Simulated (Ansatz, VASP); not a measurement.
# NaCl in VASP and in Ansatz

Contents of INCAR:

```
PREC = Accurate ; ENCUT = 520
EDIFF = 1E-7 ; ISMEAR = -1
SIGMA = 0.05 ; LREAL = False
LASPH = True ; NELM = 60
ALGO = Normal ; ISIF = 2
LWAVE = False ; LCHARG = False
GGA = PE ; IBRION = 2
NSW = 40 ; EDIFFG = -0.01
```

The input KPOINTS:

```
regular mesh
0
Gamma
  7 7 7
```

File POSCAR:

```
NaCl
1.0
   -0.0625146000      3.1257300000      3.1257300000
    3.1257300000     -0.0625146000      3.1257300000
    3.0632154000      3.0632154000      0.0000000000
Na Cl
1 1
Direct
    0.2500000000      0.2500000000      0.2500000000
    0.5000000000      0.5000000000      0.5000000000
```

The input input.yaml:

```yaml
crystal:
  lattice:
    - [-0.0625146, 3.12573, 3.12573]
    - [3.12573, -0.0625146, 3.12573]
    - [3.0632154, 3.0632154, 0.0]
  atoms:
    - { symbol: Na, position: [0.25, 0.25, 0.25] }
    - { symbol: Cl, position: [0.5, 0.5, 0.5] }
hamiltonian:
  xc: pbe
  pseudopotentials: { kind: paw }
kpoints:
  mp_grid: { grid: [7, 7, 7] }
scf:
  occupations: { method: fermi_dirac, width: 0.05 }
output:
  forces: true
  stress: true
  eigenvalues: true
relax:
  f_tol: 0.01
  max_steps: 40
```

Change from the starting cell: strain = -0.04.

Alike in both runs: task relaxation of the atoms; functional PBE; k mesh 7 × 7 × 7; occupations fermi-dirac, width 0.05 eV; no spin polarisation.

|  | VASP | Ansatz |
| --- | --- | --- |
| version | VASP 6.6.1 | Ansatz 0.2.0 |
| potentials or method | VASP PAW PBE potentials, release 64 (Na_pv, Cl) | Ansatz PAW |
| plane-wave cutoff (eV) | 520 | 420 |
| valence electrons in the cell | 14 | 16 |

|  | VASP | Ansatz | Ansatz less VASP |
| --- | --- | --- | --- |
| gap on the k mesh at the Fermi level, each at its own relaxed structure (eV) | 4.80 | 4.80 | +0.001 |
| energy change over the relaxation (meV/atom) | -1 | -1 | 0.0 |

The two sets of potentials don't hold the same shells in valence.

Caveats: an odd mesh through Γ misses points on the zone boundary, where band edges often lie (VASP); odd divisions of the mesh miss points on the zone boundary, where band edges often lie, so the gap on the mesh can be too wide (Ansatz).
